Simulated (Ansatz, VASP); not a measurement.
# S: VASP beside Ansatz

```
CELL_PARAMETERS angstrom
5.04936 0.00000 0.00000
0.00000 5.04936 0.00000
0.00000 0.00000 5.04936
ATOMIC_POSITIONS crystal
S 0.03000 0.03000 0.03000
S 0.47000 0.97000 0.53000
S 0.53000 0.47000 0.97000
S 0.97000 0.53000 0.47000
```

Alike in both runs: task relaxation of cell and atoms; functional PBE; k mesh 4 × 4 × 4; occupations gaussian, width 0.1 eV; no spin polarisation.

```csv
,VASP,Ansatz
version,VASP 6.6.1,Ansatz 0.2.0
potentials or method,"VASP PAW PBE potentials, release 64 (S)","scalar-relativistic, plane waves, PAW"
plane-wave cutoff (eV),600,420
valence electrons in the cell,24,24
```

|  | VASP | Ansatz | Ansatz less VASP |
| --- | --- | --- | --- |
| gap on the k mesh at the Fermi level, each at its own relaxed structure (eV) | none | none | - |
| relaxed volume (Å³/atom) | 18.68 | 18.71 | +0.027 |
| relaxed cell length with the largest relative difference (Å) | 4.212 | 4.214 | +0.0020 |
| energy change over the relaxation (meV/atom) | -1439 | -1437 | +2.4 |

A gap of «none» marks a metal or a gap that the smearing closes.

Caveats: the volume moved by over 15 % at a fixed basis, so the end points are rough.
